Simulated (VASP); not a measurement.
## ZnS: relaxation of cell and atoms with LDA

Crystal: ZnS.

```xyz
2
Lattice="0.0000 2.7020 2.7020 2.7020 0.0000 2.7020 2.7020 2.7020 0.0000" Properties=species:S:1:pos:R:3 pbc="T T T"
Zn    1.3510    1.3510    1.3510
S     0.0000    0.0000    0.0000
```

```
Program                : VASP 6.6.1
Task                   : relaxation of cell and atoms
Functional             : LDA
Potentials or basis    : VASP PAW LDA potentials, release 64 (Zn, S)
Cutoff                 : 600 eV
k mesh                 : 10 × 10 × 10
Occupations            : gaussian, width 0.03 eV
Spin                   : no spin polarisation
Further INCAR settings : ALGO = Normal; EDIFF = 1e-06; IBRION = 2; EDIFFG = -0.01; NSW = 90; ISIF = 3
```

The relaxed volume is 18.63 Å³/atom, the relaxed cell is a = 3.749 Å, b = 3.749 Å, c = 3.749 Å, α = 60.00°, β = 60.00°, γ = 60.00° and the space group after relaxing (to 0.05 Å) is F-43m (No. 216). The energy gained by relaxing is 15.7 meV/atom. The ionic steps are 5 and the pressure after relaxing is 0.0 GPa. The band gap on the k mesh is 2.15 eV, direct.

Step by step:
```tsv
step	energy change (eV)	largest force (eV/Å)	pressure (GPa)	volume (Å³)
1	0.0000	0.0000	-4.27	39.45
2	-0.0275	0.0000	1.78	36.53
3	-0.0314	0.0000	-0.13	37.24
4	-0.0314	0.0000	0.12	37.19
5	-0.0314	0.0000	0.01	37.26
```

Final structure:
```
Zn S
1.0
     0.00000    2.65108    2.65108
     2.65108    0.00000    2.65108
     2.65108    2.65108    0.00000
Zn S
1 1
Direct
  0.25000 0.25000 0.25000
  0.00000 0.00000 0.00000
```

Levels at points of the mesh, in eV from the valence-band top:
| k point | band 6 | band 7 | band 8 | band 9 | band 10 | band 11 | band 12 | band 13 |
| --- | --- | --- | --- | --- | --- | --- | --- | --- |
| (0.00, 0.00, 0.00) | -6.19 | 0.00 | 0.00 | 0.00 | 2.15 | 6.21 | 6.21 | 6.21 |
| (0.50, 0.00, 0.00) | -5.97 | -5.76 | -0.96 | -0.96 | 3.23 | 6.76 | 6.76 | 8.84 |
| (0.50, 0.50, 0.00) | -5.95 | -4.90 | -2.46 | -2.46 | 3.06 | 3.89 | 11.14 | 12.18 |

Run time: 48 s on 1 thread of Intel(R) Xeon(R) 6975P-C (Granite Rapids), with other jobs on the host, peak memory 0.18 GiB.

As with any semilocal functional, this LDA gap is likely too small. LDA usually gives volumes a few per cent too small.
